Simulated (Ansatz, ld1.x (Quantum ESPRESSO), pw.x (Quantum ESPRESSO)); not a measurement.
**antimony: one change to the ultrasoft potential, in the atom and in the fcc crystal**

```json
{
 "Element": "antimony",
 "Generator": "ld1.x (Quantum ESPRESSO) 7.5",
 "Type": "ultrasoft",
 "Functional": "PBE",
 "Relativity": "scalar-relativistic",
 "Frozen core": "[Kr] 4d10",
 "Valence charge": "5",
 "Reference configuration": "5s2 5p3",
 "Partial waves": "5s (bound): rcut 1.70, rcutus 1.95 bohr; 5s channel at -0.6 Ry: rcut 1.70, rcutus 1.95 bohr; 5p (bound): rcut 2.60, rcutus 2.85 bohr; 5p channel at 0.5 Ry: rcut 2.60, rcutus 2.85 bohr; 5d channel at 0.15 Ry: rcut 2.45, rcutus 2.60 bohr",
 "Local potential": "all-electron potential smoothed inside 2.20 bohr (lloc = -2)",
 "Core correction": "none",
 "Augmentation charge": "built from norm-conserving waves at rcut, not smoothed further"
}
```

Change: type TM; waves now 5s (bound): rc 1.95 bohr; 5p (bound): rc 2.85 bohr; 5d channel at 0.15 Ry: rc 2.60 bohr; local potential all-electron potential smoothed inside 2.00 bohr (lloc = -1).

Cutoffs, loose and tight: the cutoffs (Ry, on a coarse ladder) from which the occupation-weighted sum of valence levels, in a spherical-Bessel basis at the reference potential, stays within 10 and 1 mRy of its value at 400 Ry. They do not see the model core or the augmentation charge, which bear on the density cutoff. Test errors are all-electron minus pseudo excitation energies from the reference, over the configurations 5s2 5p2; 5s2 5p1; 5s2 5p0; 5s2 5p3.3; 5s1 5p4; 5s0 5p5; 5s2 5p2.5; variants that change the core or the reference have their own tests.

Crystal test: fcc Sb in pw.x 7.5, no spin, 12³ k-points, Fermi–Dirac smearing 0.01 Ry, cutoffs set for each file from its atomic test. The reference is all-electron LAPW (Ansatz 0.2.0) with the same functional, mesh and smearing; V0 and B0 come from Birch–Murnaghan fits to the pressures at five volumes. Errors are pseudo minus all-electron; Δ is the rms difference of the E(V) curves that follow from these fits, minima aligned, over ±6 % about the mean V0. Mesh and smearing are coarse, so the numbers serve the comparison and aren't converged zero-temperature values; the lattice is a test structure that the element need not adopt.

All-electron: a0 = 4.797 Å (V0 = 27.60 Å³/atom), B0 = 57.8 GPa.

Task: Does the change bring the crystal closer to the all-electron result?

Result: The mean pressure error goes from +0.14 to -0.74 GPa, so the change moves the solid further from the all-electron pressures.

```
                       quantity       base    changed
                 outcome (atom)  generated  generated
           cutoff, loose (atom)       8 Ry      21 Ry
           cutoff, tight (atom)      12 Ry      35 Ry
            bound ghosts (atom)       none       none
largest test error (meV) (atom)        +36        +56
           cutoffs in pw.x (Ry)     40/600     45/180
                         a0 (Å)      4.800      4.777
                   a0 error (%)      +0.07      -0.42
                   B0 error (%)       +2.7       +4.5
                   Δ (meV/atom)        0.8        4.5
      mean pressure error (GPa)      +0.14      -0.74
```

Changed file: The logarithmic derivative shows an extra or strongly shifted pseudo pole above the reference energy (s near 0.84 Ry). The atomic cutoffs weigh occupied waves only.
